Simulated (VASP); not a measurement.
Crystal: Ir.

```xyz
1
Lattice="-1.5255 1.5255 1.5255 1.5255 -1.5255 1.5255 1.5255 1.5255 -1.5255" Properties=species:S:1:pos:R:3 pbc="T T T"
Ir    0.0000    0.0000    0.0000
```

This isn't the form of Ir at room conditions, which is fcc.

* Program: VASP 6.6.1
* Task: relaxation of cell and atoms
* Functional: PBE
* Dispersion: D3(BJ)
* Potentials or basis: VASP PAW PBE potentials, release 64 (Ir)
* Cutoff: 600 eV
* k mesh: 20 × 20 × 20
* Occupations: gaussian, width 0.1 eV
* Spin: no spin polarisation

At the start: pressure 12.8 GPa; volume 14.20 Å³/atom.

Q: Where does the relaxation end?

A: Over 4 steps the energy falls by 19.5 meV/atom and the volume is 14.71 Å³/atom (+3.6 %); space group Im-3m (No. 229, to 0.05 Å).

The path:
```csv
step,energy change (eV),largest force (eV/Å),pressure (GPa),volume (Å³)
1,0.0000,0.0000,12.78,14.20
2,0.1891,0.0000,-30.12,16.66
3,-0.0194,0.0000,-0.65,14.74
4,-0.0195,0.0000,-0.04,14.71
```

Final structure:
```xyz
1
Lattice="-1.5435 1.5435 1.5435 1.5435 -1.5435 1.5435 1.5435 1.5435 -1.5435" Properties=species:S:1:pos:R:3 pbc="T T T"
Ir    0.0000    0.0000    0.0000
```

Caveat: pairwise dispersion overbinds metals, which lowers pressure and volume.
